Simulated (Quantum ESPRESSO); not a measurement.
The system is TiO2.

```
CELL_PARAMETERS angstrom
4.59984 0.00000 0.00000
0.00000 4.59984 0.00000
0.00000 0.00000 2.95921
ATOMIC_POSITIONS crystal
Ti 0.00000 0.00000 0.50000
Ti 0.50000 0.50000 0.00000
O 0.30432 0.30432 0.50000
O 0.19568 0.80432 0.00000
O 0.80432 0.19568 0.00000
O 0.69568 0.69568 0.50000
```

The cell is a database's computed one.

Base run:

```yaml
Program: Quantum ESPRESSO 7.5
Functional: WC
Potentials_or_basis: PseudoDojo 0.4.1 SR PBE standard
Cutoff: 1143 eV
Density_cutoff: 4572 eV
k_mesh: 4 × 4 × 6, shifted
Occupations: fermi-dirac, width 0.05 eV
Spin: no spin polarisation
```

Its results: pressure -2.7 GPa; largest force 0.062 eV/Å; electronic dielectric tensor (diagonal) 7.39, 7.39, 8.66.

Q: After a change of settings the same cell gave: pressure -3.4 GPa; largest force 0.084 eV/Å; electronic dielectric tensor (diagonal) 7.43, 7.43, 8.71. Which change was it?
A. functional from WC to BLYP
B. functional from WC to PBEsol; potentials or basis from PseudoDojo 0.4.1 SR PBE standard to PseudoDojo 0.4.1 SR PBEsol standard
C. functional from WC to LDA; potentials or basis from PseudoDojo 0.4.1 SR PBE standard to PseudoDojo 0.4.1 SR LDA standard

A: B.

Caveats: the potentials were made for another functional, which shifts forces and pressure (some runs); the cell is more than 3 GPa from zero pressure, which shifts response properties (some runs).

Runs at the PBE level aren't shown here.
